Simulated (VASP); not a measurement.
A run of VASP 6.6.1:

INCAR

```
ALGO = Normal
EDIFF = 1E-6
ENCUT = 520
ISIF = 2
ISMEAR = 0
LASPH = T
LCHARG = F
LREAL = F
LWAVE = F
NBANDS = 24
NELM = 100
PREC = Accurate
SIGMA = 0.05
```

KPOINTS

```
k-points
0
Gamma
  6 6 6
```

The input POSCAR:

```
KMgF3
1.0
    4.1849327606     -0.8369865521     -0.8369865521
   -0.8369865521      4.1849327606     -0.8369865521
   -0.8369865521     -0.8369865521      4.1849327606
K Mg F
1 1 3
Direct
    0.5000000000      0.5000000000      0.5000000000
    0.0000000000      0.0000000000      0.0000000000
    0.5000000000      0.0000000000      0.0000000000
    0.0000000000      0.5000000000      0.0000000000
    0.0000000000      0.0000000000      0.5000000000
```

Potentials or basis: VASP PAW LDA potentials, release 64 (K_sv, Mg, F).

The run is started by

```console
$ cat potpaw_LDA.64/K_sv/POTCAR potpaw_LDA.64/Mg/POTCAR potpaw_LDA.64/F/POTCAR > POTCAR
$ mpirun -np 1 vasp_std > vasp.out
```

Hardware: 1 thread of Intel(R) Xeon(R) 6975P-C (Granite Rapids), on a shared host.

Problem. How long does it take, and how much memory?

Solution. Run time: 22 s on 1 thread of Intel(R) Xeon(R) 6975P-C (Granite Rapids) (shared host), peak memory 0.18 GiB. Counts: scf iterations 13, k points 32.
